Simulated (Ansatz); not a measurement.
TaN:

```
CELL_PARAMETERS angstrom
2.92177 0.00000 0.00000
-1.46088 2.53033 0.00000
0.00000 0.00000 5.91652
ATOMIC_POSITIONS crystal
Ta 0.00000 0.00000 0.50000
Ta 0.00000 0.00000 0.00000
N 0.33333 0.66667 0.25000
N 0.66667 0.33333 0.75000
```

The cell comes from a database or a generator and needn't be the stable form of this composition.

Program: Ansatz 0.2.0. Alike in all runs: task band structure; potentials or basis Ansatz PAW; cell as given; smearing fermi-dirac 0.05 eV.

Problem. Order these runs on this cell by their pressure, lowest first.
A. level revPBE; spin off; k mesh 10 × 10 × 5; cutoff (eV) 420
B. level LDA; spin SOC, no magnetisation; k mesh 7 × 7 × 4; cutoff (eV) 420
C. level BLYP; spin off; k mesh 10 × 10 × 5; cutoff (eV) 420
D. level r2SCAN; spin off; k mesh 7 × 7 × 4; cutoff (eV) 500
E. level PBEsol; spin off; k mesh 10 × 10 × 5; cutoff (eV) 420

Solution. B (-17.1 GPa), E (-10.4 GPa), D (-6.0 GPa), A (2.3 GPa), C (9.9 GPa).

Caveats: the PAW data sets come from PBE, with cores solved anew for the run's functional, which leaves a small shift of forces and pressure; so large a pressure means that the cell lies far from this level's equilibrium, or that cutoff or potentials fall short (some runs).
